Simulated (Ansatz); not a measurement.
Run this with the Python package of Ansatz (0.2.0) and show what comes out.

Script `eos_nah.py`:
```python
# -*- coding: utf-8 -*-
import argparse
import warnings

import ansatz as az
import numpy as np

parser = argparse.ArgumentParser(description="Bulk modulus of NaH from an E(V) curve.")
parser.add_argument("--ecut", type=float, required=True, help="basis")
parser.add_argument("--kmesh", type=int, nargs=3, required=True, help="k-point sampling")
args = parser.parse_args()

vectors0 = np.array([
    [2.955124, 0.0, 0.0],
    [0.0, 2.955124, 0.0],
    [0.0, 0.0, 2.955124],
])
sites = [
    ("Na", [0.0, 0.0, 0.0]),
    ("H", [0.5, 0.5, 0.5]),
]


def on_lattice(cell):
    crystal = az.Crystal(lattice=az.Lattice.of(cell))
    for symbol, position in sites:
        crystal = crystal.atom(symbol, position)
    return crystal


def main():
    warnings.simplefilter("ignore", az.DeckWarning)

    volumes, energies, pressures = [], [], []
    for scale in np.linspace(0.94, 1.06, 7):
        cell = vectors0 * scale ** (1 / 3)
        job = (
            on_lattice(cell).calculation()
            .functional(az.Functional.PBE)
            .basis(args.ecut)
            .occupations(az.OccupationsMethod.FIXED)
            .kpoints(*args.kmesh)
            .stress()
        )
        r = job.run(threads=1).report
        volumes.append(abs(np.linalg.det(cell)) / len(sites))
        energies.append(r["free_energy_ev"] / len(sites))
        pressures.append(np.trace(r["stress_gpa"]) / 3)
        print(f"V = {volumes[-1]:8.4f} A^3/atom  F = {energies[-1]:.5f} eV/atom  P = {pressures[-1]:8.3f} GPa")

    x = np.array(volumes) ** (-2 / 3)
    poly = np.polynomial.Polynomial.fit(x, energies, 3).convert()
    roots = poly.deriv().roots()
    x0 = min((r.real for r in roots if abs(r.imag) < 1e-9 and poly.deriv(2)(r.real) > 0), key=lambda r: abs(r - x.mean()))
    v0 = x0 ** -1.5
    b0 = 4 / 9 * poly.deriv(2)(x0) * v0 ** (-7 / 3) * 160.21766
    b1 = 4 + 2 / 3 * x0 * poly.deriv(3)(x0) / poly.deriv(2)(x0)
    print(f"V0 = {v0:.4f} A^3/atom, B0 = {b0:.1f} GPa, dB/dP = {b1:.2f}")


if __name__ == "__main__":
    main()
```

Output of `python eos_nah.py --ecut 510.0 --kmesh 6 6 6`:
```text
V =  12.1290 A^3/atom  F = -751.17752 eV/atom  P =    1.944 GPa
V =  12.3871 A^3/atom  F = -751.18014 eV/atom  P =    1.321 GPa
V =  12.6451 A^3/atom  F = -751.18181 eV/atom  P =    0.753 GPa
V =  12.9032 A^3/atom  F = -751.18259 eV/atom  P =    0.236 GPa
V =  13.1613 A^3/atom  F = -751.18259 eV/atom  P =   -0.235 GPa
V =  13.4193 A^3/atom  F = -751.18186 eV/atom  P =   -0.664 GPa
V =  13.6774 A^3/atom  F = -751.18047 eV/atom  P =   -1.056 GPa
V0 = 13.0294 A^3/atom, B0 = 23.8 GPa, dB/dP = 3.73
```

A third-order Birch-Murnaghan fit through the 7 points has its minimum at 13.03 Å³ an atom, 1.0 % above the typed cell, with a bulk modulus of 24 GPa and dB/dP = 3.7. From that minimum the energy rises by 5.2 meV an atom on the compressed side and 2.2 meV on the expanded side.

Caveats:
- Absolute energies stand on the zero of these potentials, so only differences at equal settings mean something.
- For a gap this small the mesh is coarse, and bands can meet between its points.
- Pressure is positive in compression.
- The structure comes from a database of computed cells and needn't be a stable or known phase.
- Wall time of the script: 2.7 s on 1 thread of Intel(R) Xeon(R) Platinum 8488C (Sapphire Rapids), on a shared host, peak memory 0.35 GiB.

(A comment or docstring line of the script was reworded after the run, the code is as it ran; lines on the test bed's own set-up are left out of the output.)
